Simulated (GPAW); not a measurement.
Input of a GPAW 26.7.0 run:

The input run.py:

```python
from ase import Atoms
from ase.filters import FrechetCellFilter
from ase.io import write
from ase.optimize import BFGS
from gpaw import GPAW, PW

atoms = Atoms(['Sn', 'Se'],
              cell=[[0.0, 3.01, 3.01],
                    [3.01, 0.0, 3.01],
                    [3.01, 3.01, 0.0]],
              scaled_positions=[[0.0, 0.0, 0.0],
                                [0.5, 0.5, 0.5]],
              pbc=True)

calc = GPAW(mode=PW(600),
            xc='RPBE',
            kpts={'size': (8, 8, 8), 'gamma': True},
            occupations={'name': 'fermi-dirac', 'width': 0.05},
            nbands=19,
            convergence={'density': 1e-05, 'forces': 0.0001},
            maxiter=150,
            txt='gpaw.txt')
atoms.calc = calc
opt = BFGS(FrechetCellFilter(atoms), trajectory='relax.traj', logfile='-')
done = opt.run(fmax=0.05, steps=60)
calc.write('gs.gpw')
write('result.traj', atoms)
print('Converged:', done)
print('Cell:', atoms.cell.cellpar().round(4))
print('Volume:', round(atoms.get_volume(), 4))
print(atoms.get_scaled_positions().round(5))
```

Potentials or basis: the program's PAW data sets (release 1.2.1) made for this functional, pw.

Command:

```sh
$ OMP_NUM_THREADS=1 python run.py
```

Question: What does it give for the space group after relaxing (to 0.05 Å)?

Answer: Fm-3m (No. 225).

Question: Predict the band gap on the k mesh.

Answer: 0.35 eV, direct.

Question: Estimate the relaxed cell.

Answer: a = 4.324 Å, b = 4.324 Å, c = 4.324 Å, α = 60.00°, β = 60.00°, γ = 60.00°.

Question: Estimate the relaxed volume.

Answer: 28.58 Å³/atom.

Final structure:
```
CELL_PARAMETERS angstrom
0.00000 3.05736 3.05736
3.05736 0.00000 3.05736
3.05736 3.05736 0.00000
ATOMIC_POSITIONS crystal
Sn 0.00000 0.00000 0.00000
Se 0.50000 0.50000 0.50000
```

Caveat: later steps reuse the first step's grids; spin-orbit coupling is left out, which moves the levels of the heavy elements. RPBE and its kin give volumes clearly too large for solids.
